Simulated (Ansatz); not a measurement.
**Al₂O₃: Field gradients at the nuclei**

The cell is a refined structure from the COD, ions relaxed with PBE at fixed cell.

```cif
data_structure
_symmetry_space_group_name_H-M 'P 1'
_symmetry_Int_Tables_number 1
_cell_length_a 5.1302
_cell_length_b 5.1302
_cell_length_c 5.1302
_cell_angle_alpha 55.287
_cell_angle_beta 55.287
_cell_angle_gamma 55.287
_cell_volume 85.02
loop_
_atom_site_label
_atom_site_type_symbol
_atom_site_fract_x
_atom_site_fract_y
_atom_site_fract_z
_atom_site_occupancy
Al1 Al 0.35208 0.35208 0.35208 1
Al2 Al 0.14792 0.14792 0.14792 1
Al3 Al 0.64792 0.64792 0.64792 1
Al4 Al 0.85208 0.85208 0.85208 1
O5 O 0.55646 0.94354 0.25000 1
O6 O 0.25000 0.55646 0.94354 1
O7 O 0.94354 0.25000 0.55646 1
O8 O 0.44354 0.05646 0.75000 1
O9 O 0.75000 0.44354 0.05646 1
O10 O 0.05646 0.75000 0.44354 1
```

Sites (sets of like atoms) are named by element and the number of their first atom in this list.

The numbers come from a DFT calculation in Ansatz (PBEsol, plane waves and PAW, scalar-relativistic, 420 eV cutoff, Γ-centred 8×8×8 k-points, Fermi–Dirac smearing 0.02 eV).

V_zz is the principal component of the electric field gradient with the largest magnitude, η = (V_xx − V_yy)/V_zz and C_Q = eQV_zz/h.

Al-27: I = 5/2, Q = 146.6 mb; 17O: I = 5/2, Q = -25.58 mb. Q values from Pyykkö, Mol. Phys. 116, 1328 (2018).

| site | atoms (order as listed) | first shell | V_zz (10²¹ V/m²) | η | C_Q (MHz) |
| --- | --- | --- | --- | --- | --- |
| Al | 1, 2, 3, 4 | 6 O at 1.86–1.97 Å | 0.56 | 0.00 | 1.98 |
| O | 5, 6, 7, 8, 9, 10 | 4 Al at 1.86–1.97 Å; also 2 Al at 3.22 Å | -3.77 | 0.51 | 2.33 |

An axis of threefold or higher order runs through Al, so V_zz lies along it and η is zero.

Hardware: 4 threads of Intel Xeon Platinum 8488C (Sapphire Rapids) (x86_64; 16 cores open to the job, memory cap 8.0 GiB, no GPU), a shared host with a load of 0.4 a core. Wall time 2.9 s, CPU time 9.3 s, peak memory 0.55 GiB.
